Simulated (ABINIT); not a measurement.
**Al in ABINIT: convergence with k mesh**

The system is Al.

```
CELL_PARAMETERS angstrom
-1.59122 1.59122 1.59122
1.59122 -1.59122 1.59122
1.59122 1.59122 -1.59122
ATOMIC_POSITIONS crystal
Al 0.00000 0.00000 0.00000
```

This isn't the form of Al at room conditions, which is fcc.

* Program: ABINIT 10.8.3 (patched build)
* Task: single point
* Functional: PBEsol
* Potentials or basis: JTH PAW PBE v2.0
* Cutoff: 408 eV
* k mesh: 2 × 2 × 2
* Occupations: gaussian, width 0.1 eV
* Spin: no spin polarisation

These are the settings of the first run; the series varies k mesh, with any setting tied to it.

Hardware: 1 thread of Arm Neoverse V1, on a shared host.

**Question.** The values tried are 2 × 2 × 2, 4 × 4 × 4, 5 × 5 × 5, 7 × 7 × 7, 9 × 9 × 9, 11 × 11 × 11, 13 × 13 × 13, 15 × 15 × 15, 18 × 18 × 18, loosest first. From which on does the energy stay within 1 meV/atom of the tightest run that finished?

**Answer.** From 15 × 15 × 15 on.

```csv
k mesh,"energy less the tightest run, at zero smearing (meV/atom)",pressure (GPa),SCF cycles,CPU time (s),peak memory (GiB)
2 × 2 × 2,-912.22,-2.38,7,2.7,0.07
4 × 4 × 4,254.76,2.89,6,2.6,0.07
5 × 5 × 5,3.17,4.31,6,2.6,0.07
7 × 7 × 7,26.47,2.03,7,3.2,0.07
9 × 9 × 9,6.98,2.53,7,3.6,0.07
11 × 11 × 11,2.10,2.42,6,3.8,0.07
13 × 13 × 13,-1.62,2.09,7,5,0.07
15 × 15 × 15,0.37,2.34,6,5.4,0.08
18 × 18 × 18,0.00,2.50,7,8,0.08
```

Not settled before the last step: the pressure (to 0.1 GPa). Meshes of other sizes hit other points, so gaps and Fermi surfaces needn't settle smoothly. The tightest run that finished is the yardstick and may itself not be fully converged.

Caveat, for the tightest run too: the PAW data sets were made with another functional, which shifts forces and pressure a little.
